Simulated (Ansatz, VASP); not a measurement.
# Two plane-wave programs on Si

```
Si
1.0
    -2.72210    2.72210    0.00000
     0.00000    0.00000    5.44420
     2.72210    2.72210    0.00000
Si
4
Direct
  0.50000 0.37500 0.25000
  0.00000 0.87500 0.75000
  0.00000 0.12500 0.25000
  0.50000 0.62500 0.75000
```

Alike in both runs: task single point; functional r2SCAN; k mesh 7 × 5 × 7; occupations fermi-dirac, width 0.02 eV; no spin polarisation.

|  | VASP | Ansatz |
| --- | --- | --- |
| version | VASP 6.6.1 | Ansatz 0.2.0 |
| potentials or method | VASP PAW PBE potentials, release 64 (Si) | PAW with Ansatz's default frozen-core files, scalar-relativistic |
| plane-wave cutoff (eV) | 520 | 500 |
| valence electrons in the cell | 16 | 16 |

```tsv
	VASP	Ansatz	Ansatz less VASP
gap on the k mesh at the Fermi level (eV)	0.79	0.77	-0.015
pressure (GPa)	-0.2	0.0	+0.24
```

Caveats: the PAW data sets were made with another functional, which shifts forces and pressure a little (VASP); an odd mesh through Γ misses points on the zone boundary, where band edges often lie; the real-space grid breaks the cell's symmetry a little (VASP).
